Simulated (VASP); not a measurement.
Here is a VASP 6.6.1 calculation.

INCAR

```
PREC = Accurate
ENCUT = 520
EDIFF = 1E-6
ISMEAR = 0
SIGMA = 0.03
LREAL = False
LASPH = True
NELM = 80
ALGO = Normal
ISIF = 2
LWAVE = False
LCHARG = False
GGA = PE
```

KPOINTS

```
regular mesh
0
Gamma
  8 8 8
```

The input POSCAR:

```
CaSe                                    
1.0
    0.0000000000      2.9384610340      2.9384610340
    2.9384610340      0.0000000000      2.9384610340
    2.9384610340      2.9384610340      0.0000000000
  Ca              Se            
     1     1
Direct
     0.0000000000000000    0.0000000000000000    0.0000000000000000
     0.5000000000000000    0.5000000000000000    0.5000000000000000
```

Contents of KPOINTS_OPT:

```
explicit points
252
Reciprocal
 0.0000000000  0.0000000000  0.0000000000 1
 0.0357142857  0.0000000000  0.0357142857 1
 0.0714285714  0.0000000000  0.0714285714 1
 0.1071428571  0.0000000000  0.1071428571 1
 0.1428571429  0.0000000000  0.1428571429 1
 0.1785714286  0.0000000000  0.1785714286 1
[... 244 lines left out ...]
 0.4883566600  0.0116433400  0.5000000000 1
 0.5116433400 -0.0116433400  0.5000000000 1
```

Potentials or basis: VASP PAW PBE potentials, release 64 (Ca_sv, Se).

Command:

```sh
$ cat potpaw_PBE.64/Ca_sv/POTCAR potpaw_PBE.64/Se/POTCAR > POTCAR
$ mpirun -np 1 vasp_std > vasp.out
```

Q: Predict the band gap along the path.

A: 1.98 eV, indirect (least direct gap 2.93 eV).

Q: Estimate the band gap on the k mesh.

A: 1.98 eV, indirect (least direct gap 2.93 eV).

Q: Predict the pressure.

A: 2.3 GPa.

Levels at the corners of the path, in eV from the valence-band top:
| point | band 4 | band 5 | band 6 | band 7 | band 8 | band 9 | band 10 | band 11 | band 12 |
| --- | --- | --- | --- | --- | --- | --- | --- | --- | --- |
| Γ | -20.69 | -11.87 | 0.00 | 0.00 | 0.00 | 3.45 | 3.70 | 3.70 | 3.70 |
| X | -20.72 | -11.27 | -2.57 | -0.95 | -0.95 | 1.98 | 5.08 | 5.14 | 6.11 |
| X | -20.72 | -11.27 | -2.57 | -0.95 | -0.95 | 1.98 | 5.08 | 5.14 | 6.11 |
| W | -20.73 | -11.17 | -2.03 | -2.03 | -1.72 | 4.42 | 4.42 | 5.30 | 5.81 |
| W | -20.73 | -11.17 | -2.03 | -2.03 | -1.72 | 4.42 | 4.42 | 5.30 | 5.81 |
| K | -20.71 | -11.18 | -2.30 | -2.10 | -1.14 | 3.26 | 5.75 | 5.77 | 5.78 |
| K | -20.71 | -11.18 | -2.30 | -2.10 | -1.14 | 3.26 | 5.75 | 5.77 | 5.78 |
| Γ | -20.69 | -11.87 | 0.00 | 0.00 | 0.00 | 3.45 | 3.70 | 3.70 | 3.70 |
| Γ | -20.69 | -11.87 | 0.00 | 0.00 | 0.00 | 3.45 | 3.70 | 3.70 | 3.70 |
| L | -20.70 | -11.13 | -3.36 | -1.24 | -1.24 | 4.55 | 5.53 | 5.56 | 5.56 |
| L | -20.70 | -11.13 | -3.36 | -1.24 | -1.24 | 4.55 | 5.53 | 5.56 | 5.56 |
| U | -20.71 | -11.18 | -2.30 | -2.10 | -1.14 | 3.26 | 5.75 | 5.78 | 5.79 |
| U | -20.71 | -11.18 | -2.30 | -2.10 | -1.14 | 3.26 | 5.75 | 5.77 | 5.78 |
| W | -20.73 | -11.17 | -2.03 | -2.03 | -1.72 | 4.42 | 4.42 | 5.30 | 5.82 |
| W | -20.73 | -11.17 | -2.03 | -2.03 | -1.72 | 4.42 | 4.42 | 5.30 | 5.81 |
| L | -20.70 | -11.13 | -3.36 | -1.24 | -1.24 | 4.55 | 5.53 | 5.56 | 5.56 |
| L | -20.70 | -11.13 | -3.36 | -1.24 | -1.24 | 4.55 | 5.53 | 5.56 | 5.56 |
| K | -20.71 | -11.18 | -2.30 | -2.10 | -1.14 | 3.26 | 5.74 | 5.77 | 5.78 |
| U | -20.71 | -11.18 | -2.30 | -2.10 | -1.14 | 3.26 | 5.75 | 5.77 | 5.78 |
| X | -20.72 | -11.27 | -2.57 | -0.95 | -0.95 | 1.98 | 5.08 | 5.14 | 6.11 |

**The experiment to reproduce.**

A printed reference work, monograph, original work of 1988 reports, for a bulk crystal of CaSe at 2 K: band gap 3.85 eV (indirect).

Measured gap of CaSe: 3.85 eV (indirect; 2 K; a printed reference work, monograph, original work of 1988). This calculation gives 1.98 eV (-1.87 eV). Spin-orbit coupling on Se is left out. The value is that of PBE, without temperature or zero-point motion. Semilocal functionals fall short of measured gaps as a rule.
